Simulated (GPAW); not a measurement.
Fe:

```
Fe
1.0
    -1.44300    1.44300    1.44300
     1.44300   -1.44300    1.44300
     1.44300    1.44300   -1.44300
Fe
1
Cartesian
  0.0000 0.0000 0.0000
```

- Program: GPAW 26.7.0
- Task: single point
- Functional: PBEsol
- Potentials or basis: PAW data sets generated in the run's folder for this functional
- Cutoff: 600 eV
- Basis: pw
- k mesh: 13 × 13 × 13
- Occupations: fermi-dirac, width 0.05 eV
- Spin: collinear spin, ferromagnetic start
- Starting moments: [3.0] μB

On this cell: pressure -16.0 GPa; net moment 2.26 μB per cell; site moments Fe +2.29 μB; band gap on the k mesh none (metal or under the smearing width).

The same run follows on a disturbed copy (cell strained at random at fixed volume):

```xyz
1
Lattice="-1.4815 1.4342 1.4590 1.4675 -1.4310 1.4417 1.4535 1.4030 -1.4557" Properties=species:S:1:pos:R:3 pbc="T T T"
Fe   -0.0126   -0.0290   -0.0073
```

Question: What does the disturbed cell give?

Answer: The energy (extrapolated to zero smearing) moves by +3.0 meV/atom; pressure -15.8 GPa; net moment 2.26 μB per cell; site moments Fe +2.29 μB; band gap on the k mesh none (metal or under the smearing width).

Stress tensor (GPa, compression positive):
```
-16.88   1.45   0.62
  1.45 -14.24  -0.06
  0.62  -0.06 -16.28
```

Caveats: so large a pressure means that the cell lies far from this level's equilibrium, or that cutoff or potentials fall short (some runs).
